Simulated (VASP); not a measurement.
# WC (P1) in VASP: a series of runs

Runs on WC. Level: PBE. Tasks: optical spectrum, density of states, electric field gradients, core levels.

All numbers are computed with VASP 6.6.1; they aren't measurements. Logs are shortened: lines on timing, memory, paths and dates and some standing lists are left out, and cuts for length are marked.

### Step 1. The cell of the first run

The typed cell holds 2 atoms: a = 2.901 Å, b = 2.901 Å, c = 2.829 Å, α = 90.00°, β = 90.00°, γ = 120.00°.

### Step 2. Optical spectrum, PBE (atom 2 moved 0.15 Å)

The input, INCAR:

```
  PREC = Accurate
  ENCUT = 520
  EDIFF = 1E-6
  ISMEAR = 0
  SIGMA = 0.02
  LREAL = F
  LASPH = T
  NELM = 80
  ALGO = Normal
  ISIF = 2
  LWAVE = F
  LCHARG = F
  GGA = PE
  LOPTICS = T
  NBANDS = 33
  NEDOS = 1000
  CSHIFT = 0.05
```

The input, KPOINTS:

```
Automatic mesh
0
Gamma
  11 11 9
```

The input, POSCAR:

```
WC
1.0
    2.9005014400      0.0000000000      0.0000000000
   -1.4502507200      2.5119079300      0.0000000000
    0.0000000000      0.0000000000      2.8290000000
W C
1 1
Direct
    0.0139390700      0.0093997200      0.9766879900
    0.6527275900      0.3239336100      0.5233120100
```

Potentials or basis: VASP PAW PBE potentials, release 64 (W_sv, C).

Started as:

```console
$ cat potpaw_PBE.64/W_sv/POTCAR potpaw_PBE.64/C/POTCAR > POTCAR
$ mpirun -np 1 vasp_std > vasp.out
```

OUTCAR:

```text
PREC = Accurate
   ENCUT = 520
   EDIFF = 1E-6
   ISMEAR = 0
   LREAL = F
   LASPH = T
   NELM = 80
   ISIF = 2
   GGA = PE

 ion  position               nearest neighbor table
   1  0.014  0.009  0.977-   2 2.05   2 2.13   2 2.15   2 2.23   2 2.30   2 2.31
   2  0.653  0.324  0.523-   1 2.05   1 2.13   1 2.15   1 2.23   1 2.30   1 2.31

  LATTYP: Found a hexagonal cell.
 ALAT       =     2.9005014400
 C/A-ratio  =     0.9753485935

  Lattice vectors:

 A1 = (   2.9005014400,   0.0000000000,   0.0000000000)
 A2 = (  -1.4502507200,   2.5119079300,   0.0000000000)
 A3 = (   0.0000000000,   0.0000000000,   2.8290000000)

Analysis of symmetry for initial positions (statically):
=====================================================================
 Subroutine PRICEL returns:
 Original cell was already a primitive cell.

 Routine SETGRP: Setting up the symmetry group for a
 hexagonal supercell.

 Subroutine GETGRP returns: Found  1 space group operations
 (whereof  1 operations were pure point group operations)
 out of a pool of 24 trial point group operations.

The static configuration has the point symmetry C_1 .

Analysis of symmetry for dynamics (positions and initial velocities):
=====================================================================
 Subroutine PRICEL returns:
 Original cell was already a primitive cell.

 Routine SETGRP: Setting up the symmetry group for a
 hexagonal supercell.

 Subroutine GETGRP returns: Found  1 space group operations
 (whereof  1 operations were pure point group operations)
 out of a pool of 24 trial point group operations.

The dynamic configuration has the point symmetry C_1 .

 Subroutine INISYM returns: Found  1 space group operations
 (whereof  1 operations are pure point group operations),
 and found     1 'primitive' translations

----------------------------------------------------------------------------------------

                                     Primitive cell

  volume of cell :      20.6115

  direct lattice vectors                    reciprocal lattice vectors
     2.900501440  0.000000000  0.000000000     0.344767972  0.199051882  0.000000000
    -1.450250720  2.511907930  0.000000000     0.000000000  0.398103763  0.000000000
     0.000000000  0.000000000  2.829000000     0.000000000  0.000000000  0.353481796

  length of vectors
     2.900501440  2.900501439  2.829000000     0.398103763  0.398103763  0.353481796

  position of ions in fractional coordinates (direct lattice)
     0.013939070  0.009399720  0.976687990
     0.652727590  0.323933610  0.523312010

  ion indices of the primitive-cell ions
   primitive index   ion index
                 1           1
                 2           2

----------------------------------------------------------------------------------------

 KPOINTS: Automatic mesh

Automatic generation of k-mesh.
 Grid dimensions read from file:
 generate k-points for:   11   11    9

 Generating k-lattice:

  Cartesian coordinates                     Fractional coordinates (reciprocal lattice)
[... 76 lines left out ...]
   EFERMI_NEDOS =   21; number of points for ismear=-14 and -15
   IALGO  =     38    algorithm
   IMIX   =      4    mixing-type and parameters
     AMIX     =   0.40;   BMIX     =  1.00
     AMIX_MAG =   1.60;   BMIX_MAG =  1.00
  volume/ion in A,a.u.               =      10.31        69.55
  Fermi-wavevector in a.u.,A,eV,Ry     =   1.564813  2.957068 33.315762  2.448639
  Thomas-Fermi vector in A             =   2.667381
   LORBIT       =      0    0 simple, 1 ext, 2 COOP (PROOUT), +10 PAW based schemes
   GGA     = PE    functional components
   LHFCALC =     F    Hartree Fock is set to
   AEXX    =    0.0000 exact exchange contribution
   IVDW    =     0    specifies the selected vdW correction
   LEPSILON=     F    determine dielectric tensor
   LRPA    =     F    only Hartree local field effects (RPA)
 non-spin polarized calculation
 Gauss-broadening in eV      SIGMA  =   0.02
  energy-cutoff  :      520.00
  volume of cell :       20.61
 maximum number of plane-waves:       580
 NGX is ok and might be reduce to    24
   NGX = 11   NGY = 11   NGZ = 11

 number of electron      18.0000000 magnetization

 Free energy of the ion-electron system (eV)
  ---------------------------------------------------
  ext. energy  EPLUGINS =         0.00000000
  ---------------------------------------------------
  free energy    TOTEN  =       -22.26031740 eV

  energy without entropy =      -22.26027856  energy(sigma->0) =      -22.26029798

 E-fermi :  11.2573     XC(G=0): -13.8244

 val. band max:       11.2493022583   @ k =   0.3636   0.3636   0.0000
 cond. band min:      11.2902488443   @ k =   0.0909   0.4545   0.4444
 fundamental gap:      0.0409465861
 Fermi energy:        11.2572574547

 k-point     1 :       0.0000    0.0000    0.0000
  band No.  band energies     occupation
      1     -62.7724      2.00000
      2     -26.7581      2.00000
      3     -26.6702      2.00000
      4     -26.6655      2.00000
      5      -3.3171      2.00000
      6       6.5872      2.00000
[... 565 lines left out ...]
     20      37.2323      0.00000
     21      38.9090      0.00000

 [... further k-points ...]

 [bands above 21 left out]

------------------------ aborting loop because EDIFF is reached ----------------------------------------

  FORCE on cell =-STRESS in cart. coord.  units (eV):
  Direction    XX          YY          ZZ          XY          YZ          ZX
  --------------------------------------------------------------------------------------
  -------------------------------------------------------------------------------------
  Total        2.1000987      1.3015994      2.1464491      0.4141067     -0.3127178     -0.4123565
  in kB      163.2452439    101.1761558    166.8481645     32.1894160    -24.3082371    -32.0533719
  external PRESSURE =     143.7565214 kB  Pullay stress =       0.0000000 kB

 VOLUME and BASIS-vectors are now :
 -----------------------------------------------------------------------------
  energy-cutoff  :      520.00
  volume of cell :       20.61
      direct lattice vectors                 reciprocal lattice vectors
     2.900501440  0.000000000  0.000000000     0.344767972  0.199051882  0.000000000
    -1.450250720  2.511907930  0.000000000     0.000000000  0.398103763  0.000000000
     0.000000000  0.000000000  2.829000000     0.000000000  0.000000000  0.353481796

 POSITION                                       TOTAL-FORCE (eV/Angst)
 -----------------------------------------------------------------------------------
      0.02680      0.02361      2.76305        -0.973250     -0.789974      2.054471
      1.42345      0.81369      1.48045         0.973250      0.789974     -2.054471
 -----------------------------------------------------------------------------------
    total drift:                                0.000024     -0.000022     -0.000387

  FREE ENERGIE OF THE ION-ELECTRON SYSTEM (eV)
  ---------------------------------------------------
  free  energy   TOTEN  =       -22.2603173952 eV

  energy  without entropy=      -22.2602785602  energy(sigma->0) =      -22.26029798

 electrical conductivity sigma (Mega S m-1) (frequency dependency in vasprun.xml)
  --------------------------------------------------------------------------------------
       0.002       0.002      -0.002
       0.002       0.003      -0.003
      -0.002      -0.003       0.006

  frequency dependent IMAGINARY DIELECTRIC FUNCTION (independent particle, no local field effects) density-density
     E(ev)      X         Y         Z        XY        YZ        ZX
  --------------------------------------------------------------------------------------------------------------
     0.00000     0.00000     0.00000     0.00000     0.00000     0.00000     0.00000
     1.52671     8.21152    10.54158     1.01057    -1.47908     0.84892    -2.55554
     3.05343    14.63666    13.14150    27.72642    -0.39244     0.64223    -1.03488
     4.58014    19.83751    18.90209    22.62376     0.22670    -1.84895    -4.55692
     6.10686     6.83991     6.49603     9.62704     2.29376    -0.37083     1.70611
     7.63357    11.15911    12.03506    18.68493    -0.71666     0.92630     1.89152
[... 92 lines left out ...]
   149.61798     0.00000     0.00000     0.00000    -0.00000     0.00000    -0.00000
   151.14470     0.00000     0.00000     0.00000    -0.00000     0.00000    -0.00000

  frequency dependent      REAL DIELECTRIC FUNCTION (independent particle, no local field effects) density-density
     E(ev)        X           Y           Z          XY          YZ          ZX
  --------------------------------------------------------------------------------------------------------------
     0.00000    25.53730    25.79228    25.84473   -28.26340    28.84188    17.57137
     1.52671    18.34727    16.64840    20.13910     0.08356    -1.23222     1.31108
     3.05343    13.52455    12.13678    12.82026     3.04042    -3.72965     0.35449
     4.58014     2.72294     1.18108     7.08523     0.57108    -1.05503    -1.17842
     6.10686     3.98325     4.64378    -1.20677    -0.91215     0.58490     0.15301
     7.63357    -3.00415    -2.83886    -3.53997     1.30189    -0.08044    -0.44980
[... 92 lines left out ...]
   149.61798     0.94792     0.94799     0.94772     0.00002     0.00001     0.00001
   151.14470     0.94902     0.94908     0.94882     0.00002     0.00001     0.00001

  frequency dependent IMAGINARY DIELECTRIC FUNCTION (independent particle, no local field effects) current-current
     E(ev)      X         Y         Z        XY        YZ        ZX
  --------------------------------------------------------------------------------------------------------------
     0.00000     0.00000     0.00000     0.00000    -9.43025     9.96880     5.91377
     1.52671     8.49056    10.48881     1.08478    -1.17686     0.58234    -2.41693
     3.05343    14.72859    13.23651    27.63966    -0.28769     0.50140    -1.06637
     4.58014    19.79778    18.95321    22.66094     0.21920    -1.85015    -4.62327
     6.10686     6.82788     6.48211     9.62906     2.28222    -0.36869     1.71175
     7.63357    11.14623    12.03292    18.69322    -0.70979     0.91364     1.86488
[... 92 lines left out ...]
   149.61798     0.00000     0.00000     0.00000    -0.00000     0.00000    -0.00000
   151.14470     0.00000     0.00000     0.00000    -0.00000     0.00000    -0.00000

  frequency dependent      REAL DIELECTRIC FUNCTION (independent particle, no local field effects) current-current
     E(ev)        X           Y           Z          XY          YZ          ZX
  --------------------------------------------------------------------------------------------------------------
     0.00000    25.88448    26.03089    25.96126    -0.63304    -0.38950    -0.53856
     1.52671    17.24244    15.64992    19.72579     0.14413    -1.39538     1.64323
     3.05343    12.87496    11.54225    11.60039     3.05268    -3.73212     0.38609
     4.58014     2.18407     0.66357     6.51908     0.55533    -0.99627    -1.08724
     6.10686     3.82104     4.50645    -1.39272    -0.95537     0.60175     0.12606
     7.63357    -3.18670    -3.02631    -3.83785     1.31431    -0.08903    -0.47812
[... 92 lines left out ...]
   149.61798     0.94792     0.94799     0.94772     0.00001     0.00002     0.00001
   151.14470     0.94902     0.94909     0.94882     0.00001     0.00002     0.00001
```

It took 2.3 min on 1 thread of Intel Xeon 6975P-C (Granite Rapids), shared host; peak memory 0.65 GiB.

Results:

```
Free energy            : -22.2603 eV
Pressure               : 14.4 GPa
Largest force          : 2.407 eV/Å
Band gap on the k mesh : none (metal or under the smearing width)
```

Forces in eV/Å, atoms in the order of the input:
```
W   -0.973 -0.790  2.054
C    0.973  0.790 -2.054
```

Levels at points of the mesh, in eV from the Fermi level:
```csv
k point,band 5,band 6,band 7,band 8,band 9,band 10,band 11,band 12,band 13,band 14
"(0.00, 0.00, 0.00)",-14.57,-4.67,-3.64,-3.44,0.32,2.98,3.20,5.31,6.13,6.60
```

Dielectric function (mean over the directions given):
```csv
energy (eV),real part,imaginary part
0.31,26.55,0.09
0.76,28.59,2.08
1.22,28.86,19.80
1.68,22.47,7.00
2.29,28.10,8.98
2.75,20.09,24.73
3.21,13.01,20.12
3.82,7.06,22.11
4.27,8.06,19.29
4.73,3.95,12.92
5.34,1.29,14.95
5.80,-0.13,14.81
6.26,4.95,9.93
6.87,1.24,16.86
7.33,-0.95,13.71
7.79,-2.59,8.98
8.24,-4.01,9.72
8.85,-3.91,8.01
9.31,-4.89,7.18
9.77,-3.24,5.24
10.38,-2.62,5.07
10.84,-2.50,4.33
11.30,-1.57,5.34
11.91,-3.30,4.31
12.37,-2.74,4.44
12.82,-2.32,2.23
13.44,-1.63,2.22
13.89,-1.80,4.11
14.35,-1.69,2.73
14.81,-1.53,2.80
15.42,-1.31,2.75
15.88,-1.78,3.02
16.34,-1.75,1.88
16.95,-1.13,1.91
17.40,-1.26,2.08
17.86,-1.28,1.29
18.47,-1.36,1.36
18.93,-1.24,0.93
19.39,-0.86,1.03
20.00,-0.58,0.96
```

Caveat: spectra need much finer meshes, so this one isn't converged; independent-particle spectra lack excitons; the intraband (Drude) part of a metal's response may be missing; forces of over 1 eV/Å show positions far from the minimum, so gaps and moduli don't describe the material at rest.

### Step 3. Density of states, PBE (atom 2 moved 0.15 Å)

POSCAR is that of step 2.

The input, INCAR.step1:

```
  PREC = Accurate
  ENCUT = 520
  EDIFF = 1E-6
  ISMEAR = 0
  SIGMA = 0.02
  LREAL = F
  LASPH = T
  NELM = 80
  ALGO = Normal
  ISIF = 2
  LWAVE = F
  LCHARG = T
  LMAXMIX = 4
  GGA = PE
```

The input, KPOINTS.step1:

```
regular mesh
0
Gamma
  11 11 9
```

The input, INCAR.step2:

```
  PREC = Accurate
  ENCUT = 520
  EDIFF = 1E-6
  ISMEAR = -5
  SIGMA = 0.02
  LREAL = F
  LASPH = T
  NELM = 80
  ALGO = Normal
  ISIF = 2
  LWAVE = F
  LCHARG = F
  LMAXMIX = 4
  GGA = PE
  LORBIT = 11
  NEDOS = 2001
  ICHARG = 11
```

The input, KPOINTS.step2:

```
regular mesh
0
Gamma
  17 17 14
```

Potentials or basis: VASP PAW PBE potentials, release 64 (W_sv, C).

Started as:

```console
$ cat potpaw_PBE.64/W_sv/POTCAR potpaw_PBE.64/C/POTCAR > POTCAR
$ cp INCAR.step1 INCAR
$ cp KPOINTS.step1 KPOINTS
$ mpirun -np 1 vasp_std > vasp.out
$ cp INCAR.step2 INCAR
$ cp KPOINTS.step2 KPOINTS
$ mpirun -np 1 vasp_std > vasp.out
```

Wall time 2.8 min (1 thread of Intel Xeon 6975P-C (Granite Rapids), shared host); peak memory 0.65 GiB.

Results (log left out):

| Quantity | Value |
| --- | --- |
| Valence electrons inside the program's atomic spheres | W 12.23; C 2.45 |

Levels at points of the mesh, in eV from the Fermi level:
```csv
k point,band 6,band 7,band 8,band 9,band 10,band 11,band 12,band 13
"(0.00, 0.00, 0.00)",-4.59,-3.55,-3.35,0.40,3.06,3.29,5.39,6.22
"(0.00, 0.00, 0.50)",-8.61,-2.66,-1.89,-0.51,-0.43,3.87,4.03,5.39
```

States per cell in windows of 1 eV (zero at the Fermi level; states under -8 eV left out):
```csv
from (eV),total,W1_d,C2_p,W1_p,W1_s,C2_s,C2_d
-8.0,0.17,0.04,0.03,0.01,0.02,0.00,0.00
-7.0,1.38,0.41,0.27,0.06,0.10,0.02,0.00
-6.0,0.64,0.23,0.13,0.03,0.02,0.01,0.00
-5.0,1.06,0.39,0.23,0.05,0.03,0.01,0.00
-4.0,1.55,0.61,0.35,0.08,0.03,0.01,0.00
-3.0,1.17,0.46,0.29,0.07,0.01,0.00,0.00
-2.0,1.26,0.66,0.17,0.07,0.02,0.00,0.00
-1.0,0.75,0.39,0.08,0.06,0.01,0.00,0.00
0.0,0.22,0.16,0.01,0.01,0.00,0.00,0.00
1.0,0.54,0.41,0.02,0.01,0.00,0.00,0.00
2.0,0.74,0.54,0.05,0.01,0.01,0.01,0.00
3.0,1.24,0.76,0.17,0.02,0.02,0.03,0.00
4.0,1.34,0.95,0.13,0.02,0.02,0.03,0.00
5.0,1.28,0.76,0.18,0.03,0.02,0.07,0.00
6.0,1.23,0.63,0.22,0.04,0.03,0.07,0.00
7.0,0.75,0.37,0.19,0.02,0.02,0.02,0.00
```

Caveat: tetrahedron occupations give inexact forces and stress in metals.

[end of part 1 of 2]
